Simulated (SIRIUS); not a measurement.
The system is Sr.

```xyz
1
Lattice="-2.4350 2.4350 2.4350 2.4350 -2.4350 2.4350 2.4350 2.4350 -2.4350" Properties=species:S:1:pos:R:3 pbc="T T T"
Sr    0.0000    0.0000    0.0000
```

This isn't the form of Sr at room conditions, which is fcc.

| Property | Result |
| --- | --- |
| Program | SIRIUS 7.10.0 |
| Task | single point |
| Functional | PBE |
| Potentials or basis | PseudoDojo 0.4.1 PBE standard (scalar relativistic) |
| Cutoff | 937 eV |
| Density cutoff | 3749 eV |
| k mesh | 8 × 8 × 8 |
| Occupations | fermi-dirac, width 0.05 eV |
| Spin | no spin polarisation |

On this cell: pressure -0.7 GPa; band gap on the k mesh none (metal or under the smearing width).

The same run follows on a disturbed copy (cell strained at random at fixed volume):

```
CELL_PARAMETERS angstrom
-2.38017 2.47759 2.42469
2.37795 -2.51859 2.46347
2.36561 2.50403 -2.46569
ATOMIC_POSITIONS crystal
Sr 0.01360 0.00598 0.98610
```

Q: What does the disturbed cell give?

A: The energy (extrapolated to zero smearing) moves by +1.0 meV/atom; pressure -0.7 GPa; band gap on the k mesh none (metal or under the smearing width).

Stress tensor (GPa, compression positive):
```
-0.65  0.08  0.01
 0.08 -0.70  0.20
 0.01  0.20 -0.70
```

Caveats: the cell was measured hot, at 901 K.
